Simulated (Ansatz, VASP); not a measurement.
## Be in VASP and in Ansatz

Contents of INCAR:

```
ALGO = Normal ; EDIFF = 1E-6
ENCUT = 520 ; GGA = RE
ISIF = 2 ; ISMEAR = -1
LASPH = T ; LCHARG = F
LREAL = F ; LWAVE = F
NBANDS = 12 ; NELM = 80
PREC = Accurate ; SIGMA = 0.1
```

The input KPOINTS:

```
k-points
0
Gamma
  18 18 5
```

File POSCAR:

```
Be
1.0
    2.2412153043      0.0000000000      0.0000000000
   -1.1206076521      1.9409493888      0.0000000000
    0.0000000000      0.0000000000      7.1293967912
Be
4
Direct
    1.0000000000      1.0000000000      1.0000000000
    1.0000000000      1.0000000000      0.5000000000
    0.3333333333      0.6666666667      0.2500000000
    0.6666666667      0.3333333333      0.7500000000
```

Input for Ansatz:

```yaml
crystal:
  lattice:
    - [2.2412153043, 0.0, 0.0]
    - [-1.1206076521, 1.9409493888, 0.0]
    - [0.0, 0.0, 7.1293967912]
  atoms:
    - { symbol: Be, position: [1.0, 1.0, 1.0] }
    - { symbol: Be, position: [1.0, 1.0, 0.5] }
    - { symbol: Be, position: [0.3333333333, 0.6666666667, 0.25] }
    - { symbol: Be, position: [0.6666666667, 0.3333333333, 0.75] }
hamiltonian:
  xc: revpbe
  pseudopotentials:
    kind: paw
    azcp:
      Be: "pseudopotentials/Be.paw.azcp"
basis:
  ecutwfc: 420
  fft_grid_basis: typed
kpoints:
  mp_grid: { grid: [18, 18, 5], shift: [0, 0, 0] }
magnetization:
  spin_polarized: false
scf:
  occupations: { method: fermi_dirac, width: 0.1 }
  lower_state_search: "off"
output:
  stress: true
  write_density: true
  write_potential: true
  elf: true
  volumetric_format: npy
```

Alike in both runs: task single point; functional revPBE; k mesh 18 × 18 × 5; occupations fermi-dirac, width 0.1 eV; no spin polarisation.

|  | VASP | Ansatz |
| --- | --- | --- |
| version | VASP 6.6.1 | Ansatz 0.2.0 |
| potentials or method | VASP PAW PBE potentials, release 64 (Be) | plane waves (420 eV) with PAW, scalar-relativistic |
| plane-wave cutoff (eV) | 520 | 420 |
| valence electrons in the cell | 8 | 8 |

|  | VASP | Ansatz | Ansatz less VASP |
| --- | --- | --- | --- |
| pressure (GPa) | 5.2 | 5.2 | -0.05 |
| largest component of the traceless stress (GPa) | 1.10 | 1.07 | -0.025 |

Caveats: the PAW data sets were made with another functional, which shifts forces and pressure a little (VASP).
